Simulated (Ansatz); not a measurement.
Mg: equation of state with LDA

Crystal: Mg.

```xyz
2
Lattice="3.2093 0.0000 0.0000 -1.6046 2.7793 0.0000 0.0000 0.0000 5.2103" Properties=species:S:1:pos:R:3 pbc="T T T"
Mg    1.6047    0.9264    3.9077
Mg    0.0000    1.8529    1.3026
```

```yaml
Program: Ansatz 0.2.0
Task: equation of state
Functional: LDA
Potentials_or_basis: Ansatz PAW
Cutoff: 420 eV
Density_cutoff: 1680 eV
k_mesh: 10 × 10 × 5
Occupations: fermi-dirac, width 0.05 eV
Spin: no spin polarisation
```

The equilibrium volume is 21.65 Å³/atom (rough: see the caveat). The bulk modulus at fixed shape and positions is 39 GPa (rough).

Energy against volume, from the lowest point:
| volume (Å³/atom) | energy (meV/atom) |
| --- | --- |
| 21.843 | 0.00 |
| 22.308 | 2.11 |
| 22.772 | 6.31 |
| 23.237 | 12.39 |
| 23.702 | 20.14 |
| 24.167 | 29.40 |
| 24.631 | 40.01 |

All runs of the series together: 4.9 s on 2 threads of Intel(R) Xeon(R) Platinum 8375C CPU @ 2.90GHz (Ice Lake), with other jobs on the host.

Caveat: the minimum lies outside the volumes run; the cell was scaled at fixed shape and fractional positions, which overstates the stiffness of a crystal with free parameters, most of all of layers and chains.
